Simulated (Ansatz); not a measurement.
**Si: random displacements**

All numbers below come from DFT PBE, scalar-relativistic, plane waves, PAW in Ansatz. Settings: plane waves to 420 eV, k-mesh 6×6×6 (Γ-centred), Gaussian smearing 0.05 eV. No spin polarisation. Energies are free energies at this smearing, counted from the undisturbed cell; pressure is positive in compression.

Reference structure (as given, not relaxed at this level):

```
Si
1.0
     5.43094    0.00000    0.00000
     0.00000   -5.43094    0.00000
     0.00000    0.00000   -5.43094
Si
8
Direct
  0.50000 0.00000 0.00000
  0.00000 0.50000 0.00000
  0.00000 0.00000 0.50000
  0.50000 0.50000 0.50000
  0.75000 0.75000 0.75000
  0.25000 0.25000 0.75000
  0.25000 0.75000 0.25000
  0.75000 0.25000 0.25000
```

After a displacement of all atoms with no net shift and a strain of the cell, the run gives ΔE = 249.2 meV/atom; stress (xx, yy, zz, yz, xz, xy; compression positive) (5.42, 4.08, 1.72, -1.90, -0.77, 1.59) GPa; gap on the mesh 0.07 eV.

| atom | Fx (eV/Å) | Fy | Fz |
| --- | --- | --- | --- |
| Si1 | 2.154 | 2.560 | -4.119 |
| Si2 | 0.843 | -1.475 | -1.701 |
| Si3 | 1.375 | 0.264 | 0.653 |
| Si4 | -0.209 | -1.137 | 3.343 |
| Si5 | 0.667 | -1.302 | 0.810 |
| Si6 | -3.462 | -0.375 | 3.031 |
| Si7 | -0.028 | 0.109 | -0.697 |
| Si8 | -1.339 | 1.356 | -1.320 |

(1) Which displacements (Å, in the unstrained cell) and strain were applied?

Answers

(1)
```
atom ux uy uz
 Si1   0.05  -0.10   0.22
 Si2   0.04  -0.01   0.14
 Si3  -0.17  -0.02  -0.05
 Si4  -0.02   0.18  -0.20
 Si5  -0.09   0.13  -0.04
 Si6   0.05   0.05  -0.20
 Si7   0.03  -0.07   0.02
 Si8   0.10  -0.15   0.11
```
Strain (Voigt, engineering shear): (-0.0016, 0.0086, -0.0017, -0.0046, -0.0011, 0.0198).

Cost: 1 run of about 0.52 core-minutes, on Arm Neoverse V2 (shared hosts).